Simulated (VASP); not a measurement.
Input of a VASP 6.6.1 run:

File INCAR:

```
SYSTEM = IrO2
ALGO = Normal
EDIFF = 1E-6
ENCUT = 520
ISIF = 2
ISMEAR = 1
KPAR = 4
LASPH = .TRUE.
LCHARG = .FALSE.
LMAXMIX = 4
LMIXTAU = .TRUE.
LREAL = .FALSE.
LWAVE = .FALSE.
METAGGA = R2SCAN
NELM = 80
PREC = Accurate
SIGMA = 0.1
```

Contents of KPOINTS:

```
k-points
0
G
  8 8 12
  0 0 0
```

Contents of POSCAR:

```
IrO2                                    
1.0
    4.4837704648      0.0000000000      0.0000000000
   -0.0000000000      4.4837704648      0.0000000000
    0.0000000000      0.0000000000      3.1637946960
  Ir              O             
     2     4
Direct
     0.0000000000000000    0.0000000000000000    0.0000000000000000
     0.5000000000000000    0.5000000000000000    0.5000000000000000
     0.3088508816894303    0.3088508816894303    0.0000000000000000
     0.1911491183105698    0.8088508816894302    0.5000000000000000
     0.6911491183105698    0.6911491183105698    0.0000000000000000
     0.8088508816894302    0.1911491183105698    0.5000000000000000
```

The input KPOINTS_OPT:

```
explicit points
168
Reciprocal
 0.0000000000  0.0000000000  0.0000000000 1
 0.0000000000  0.0555555556  0.0000000000 1
 0.0000000000  0.1111111111  0.0000000000 1
 0.0000000000  0.1666666667  0.0000000000 1
 0.0000000000  0.2222222222  0.0000000000 1
 0.0000000000  0.2777777778  0.0000000000 1
[... 160 lines left out ...]
 0.0000000000  0.0000000000  0.5175947400 1
 0.0000000000  0.0000000000  0.4824052600 1
```

Potentials or basis: VASP PAW PBE potentials, release 64 (Ir, O).

Run with:

```sh
$ cat potpaw_PBE.64/Ir/POTCAR potpaw_PBE.64/O/POTCAR > POTCAR
$ mpirun -np 4 vasp_std > vasp.out
```

Problem. Estimate the largest force.

Solution. 0.056 eV/Å.

Problem. Predict the band gap along the path.

Solution. None (metal or under the smearing width).

Stress tensor (GPa, compression positive):
```
4.12 0.00 0.00
0.00 4.12 0.00
0.00 0.00 5.58
```

Caveat: the PAW data sets were made with another functional, which shifts forces and pressure a little; spin-orbit coupling is left out, which moves the levels of the heavy elements.
